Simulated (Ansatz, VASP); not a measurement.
**SiNi3: VASP beside Ansatz**

The input INCAR:

```
SYSTEM = SiNi3
ALGO     = Normal         ! electronic algorithm
EDIFF    = 1E-6           ! SCF threshold, eV
ENCUT    = 520            ! plane-wave cutoff, eV
GGA      = PE             ! functional
ISIF     = 2              ! what is computed and relaxed
ISMEAR   = 0              ! smearing method
LASPH    = .TRUE.         ! aspherical terms in the spheres
LCHARG   = .FALSE.        ! write CHGCAR
LREAL    = .FALSE.        ! projectors in reciprocal space
LWAVE    = .FALSE.        ! write WAVECAR
NBANDS   = 25             ! bands
NELM     = 100            ! most SCF steps
PREC     = Accurate       ! precision mode
SIGMA    = 0.1            ! smearing width, eV
```

The input KPOINTS:

```
k-points
0
G
  14 14 14
  0 0 0
```

POSCAR

```
SiNi3
1.0
    3.3484779640      0.0000000000      0.0000000000
    0.0000000000      3.3484779640      0.0000000000
    0.0000000000      0.0000000000      3.3484779640
Si Ni
1 3
Direct
    0.0000000000      0.0000000000      0.0000000000
    0.0000000000      0.5000000000      0.5000000000
    0.5000000000      0.0000000000      0.5000000000
    0.5000000000      0.5000000000      0.0000000000
```

Input for Ansatz:

```yaml
crystal:
  lattice:
    - [3.348477964, 0.0, 0.0]
    - [0.0, 3.348477964, 0.0]
    - [0.0, 0.0, 3.348477964]
  atoms:
    - { symbol: Si, position: [0.0, 0.0, 0.0] }
    - { symbol: Ni, position: [0.0, 0.5, 0.5] }
    - { symbol: Ni, position: [0.5, 0.0, 0.5] }
    - { symbol: Ni, position: [0.5, 0.5, 0.0] }
basis:
  ecutwfc: 420
kpoints:
  mp_grid: { grid: [14, 14, 14] }
hamiltonian:
  xc: pbe
scf:
  occupations: { method: gaussian, width: 0.1 }
output:
  forces: true
  stress: true
  eigenvalues: true
```

Change from the starting cell: equal strain along all axes, cell held, atoms relaxed: -4.5 %.

Alike in both runs: task single point; functional PBE; k mesh 14 × 14 × 14; occupations gaussian, width 0.1 eV; no spin polarisation.

```csv
,VASP,Ansatz
version,VASP 6.6.1,Ansatz 0.2.0
potentials or method,"VASP PAW PBE potentials, release 64 (Si, Ni)","scalar-relativistic, plane waves, PAW"
plane-wave cutoff (eV),520,420
valence electrons in the cell,34,58
```

|  | VASP | Ansatz | Ansatz less VASP |
| --- | --- | --- | --- |
| gap on the k mesh at the Fermi level (eV) | none | none | - |
| pressure (GPa) | 40.6 | 40.9 | +0.31 |

A gap of «none» marks a metal or a gap that the smearing closes. The two sets of potentials don't hold the same shells in valence.

Caveats: so large a pressure means that the cell lies far from this level's equilibrium, or that cutoff or potentials fall short (VASP). Spin polarisation is off, so any magnetic state and its effect on volume and gap are missing.
